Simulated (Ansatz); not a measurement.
Method: DFT PBE, scalar-relativistic, plane waves, PAW (Ansatz 0.2.0). Settings: cutoff 420 eV, Γ-centred meshes spaced at most about 0.3 Å⁻¹ (2π included), Gaussian smearing. No spin polarisation.

All energies are static (0 K, no zero-point motion).

Two relaxed structures of SiGe₅:

A.

```
Si Ge
1.0
    -2.01653    2.01653    8.55778
     2.01653   -2.01653    8.55778
     2.01653    2.01653   -8.55778
Si Ge
1 5
Cartesian
  0.0000 0.0000 0.0000
  0.0000 2.0165 7.1793
  0.0000 2.0165 1.3785
  0.0000 0.0000 11.3898
  2.0165 0.0000 4.2789
  0.0000 0.0000 5.7257
```

B.

```
Si Ge
1.0
    -2.01647    6.04874    2.85251
     2.01647   -6.04874    2.85251
     2.01647    6.04874   -2.85251
Si Ge
1 5
Direct
  0.99998 0.99998 0.00000
  0.66609 0.99999 0.66610
  0.08202 0.24578 0.83624
  0.33389 0.99999 0.33390
  0.40954 0.24578 0.16376
  0.75847 0.25847 0.50000
```

Problem. Which arrangement of the elements on these sites is preferred, and by what margin?

Solution. They are level within the accuracy (1 meV/atom apart, with B the lower in these runs). The two share one framework of sites and differ in which element sits where. A has Si and Ge ordered on diamond sites, space group I-4m2 (No. 119), 23.2 Å³/atom and a gap of 0.13 eV on its mesh; B has Si and Ge ordered on diamond sites, space group Imm2 (No. 44), 23.2 Å³/atom and a gap of 0.13 eV. Counting Ge atoms around Si (those within 1.25 times the shortest such distance or 1.15 times the sum of covalent radii, 1.27 where that leaves under three), A and B both have Si 4. In A, Si has 4 Ge at 2.44 Å; around Ge on a site of symmetry 2mm lie 2 Si at 2.44 Å and 2 Ge at 2.49 Å; around Ge on a second site of symmetry 2mm lie 4 Ge at 2.48–2.49 Å; 1 more site not described. In B, Si has 4 Ge at 2.43–2.44 Å; Ge on a site of symmetry m is surrounded by 4 Ge at 2.48–2.49 Å; Ge on a second site of symmetry m is surrounded by 1 Si at 2.43 Å and 3 Ge at 2.48–2.49 Å; 1 more site not described. Both come from invented guesses.

Kohn–Sham gaps at this level usually fall short of measured ones. Cells relaxed within their symmetry can be saddle points.
